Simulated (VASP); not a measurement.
## KBr: single point with PBEsol

The system is KBr.

```
K Br
1.0
     0.00000    3.27453    3.27453
     3.27453    0.00000    3.27453
     3.27453    3.27453    0.00000
K Br
1 1
Cartesian
  0.0000 0.0000 0.0000
  3.2745 3.2745 3.2745
```

```yaml
Program: VASP 6.6.1
Task: single point
Functional: PBEsol
Potentials_or_basis: VASP PAW PBE potentials, release 64 (K_sv, Br)
Cutoff: 520 eV
k_mesh: 6 × 6 × 6
Occupations: gaussian, width 0.02 eV
Spin: no spin polarisation
```

* Pressure: 0.1 GPa
* Band gap on the k mesh: 4.34 eV, direct

Levels at points of the mesh, in eV from the valence-band top:
```tsv
k point	band 5	band 6	band 7	band 8	band 9	band 10	band 11	band 12
(0.00, 0.00, 0.00)	-11.11	0.00	0.00	0.00	4.34	7.53	7.53	7.53
(0.50, 0.00, 0.00)	-10.86	-1.26	-0.36	-0.36	6.48	8.21	9.78	9.78
(0.50, 0.50, 0.00)	-11.15	-0.86	-0.30	-0.30	5.71	7.17	9.37	9.47
```

Run time: 29 s on 1 thread of Intel(R) Xeon(R) Platinum 8259CL CPU @ 2.50GHz (Skylake/Cascade Lake), with other jobs on the host, peak memory 0.2 GiB.

Caveat: the PAW data sets were made with another functional, which shifts forces and pressure a little.
